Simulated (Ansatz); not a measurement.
# Sb: response to strain

Sb is deformed so: zz strain of +1 %. What stress and forces result, by LAPW, PAW and all-electron datasets made for the crystal?

Method: DFT PBE, scalar-relativistic, in Ansatz 0.2.0.

## 1. The structure to begin with

The structure is tetragonal, space group I4/mmm (No. 139). Conventional cell: a = 3.010 Å, b = 3.010 Å, c = 4.960 Å, α = 90.00°, β = 90.00°, γ = 90.00°. Sb (site symmetry 4/mmm) has 12 Sb at 3.01 to 3.27 Å as nearest neighbours.

Structure file:

```
CELL_PARAMETERS angstrom
-1.50500 1.50500 2.48000
1.50500 -1.50500 2.48000
1.50500 1.50500 -2.48000
ATOMIC_POSITIONS crystal
Sb 0.00000 0.00000 0.00000
```

## 2. The deformed structure

Space group I4/mmm before, I4/mmm after.

## 3. All-electron LAPW

input.yaml reads:

```yaml
crystal:
  lattice:
    - [-1.505, 1.505, 2.5048]
    - [1.505, -1.505, 2.5048]
    - [1.505, 1.505, -2.5048]
  atoms:
    - { symbol: Sb, position: [0.0, 0.0, 0.0] }
kpoints:
  mp_grid: { grid: [19, 19, 19] }
  band_path:
    path:
      - [0.0, 0.0, 0.0]
      - [0.0, 0.0, 0.5]
      - [0.25, 0.25, 0.25]
      - [0.0, 0.5, 0.0]
      - [0.0, 0.0, 0.0]
      - [0.5, 0.5, -0.5]
      - [0.3402540916, 0.6597459084, -0.3402540916]
      - [-0.3402540916, 0.3402540916, 0.3402540916]
      - [0.0, 0.0, 0.0]
    npoints: 5
scf:
  occupations: { method: fermi_dirac, width: 0.05 }
hamiltonian:
  xc: pbe
  pseudopotentials: { kind: all_electron, lapw: { basis_error: 0.00025 } }
output:
  forces: true
  stress: true
  eigenvalues: true
```

Run with:

```bash
$ ansatz run input.yaml --threads 1 --pin off --max-ram 3072MiB --backend cpu --events-out ev --progress --plain --runs-dir out
```

## 4. PAW with frozen cores

input.yaml reads:

```yaml
crystal:
  lattice:
    - [-1.505, 1.505, 2.5048]
    - [1.505, -1.505, 2.5048]
    - [1.505, 1.505, -2.5048]
  atoms:
    - { symbol: Sb, position: [0.0, 0.0, 0.0] }
kpoints:
  mp_grid: { grid: [19, 19, 19] }
scf:
  occupations: { method: fermi_dirac, width: 0.05 }
hamiltonian:
  xc: pbe
  pseudopotentials: { kind: paw }
output:
  forces: true
  stress: true
  eigenvalues: true
  efg: { contact_densities: true }
```

## 5. Datasets made for this crystal

input.yaml, as its differences from that of step 4:

```diff
@@ -13,3 +13,3 @@
   xc: pbe
-  pseudopotentials: { kind: paw }
+  pseudopotentials: { kind: all_electron, datasets: crystal }
 output:
```

(Steps that only read results are left out.)

Q: Predict the outcome of this session. Wanted: pressure; largest shear or deviatoric stress.

As calculated:

| quantity | value |
| --- | --- |
| pressure | LAPW 18.04, PAW 18.04, crystal datasets 18.04 GPa |
| largest shear or deviatoric stress (LAPW) | 1.57 GPa |

The largest part of the stress beyond the pressure is 1.57 GPa in size, in the zz component. No run of the undeformed cell stands beside it, so the pressure holds what the given cell had before the change. PAW: stress within 0.01 GPa of LAPW. Crystal datasets: stress within 0.01 GPa of LAPW. Spin-orbit coupling is left out, though the cell holds Sb; in elements this heavy it can shift bands and gaps by tenths of an eV.
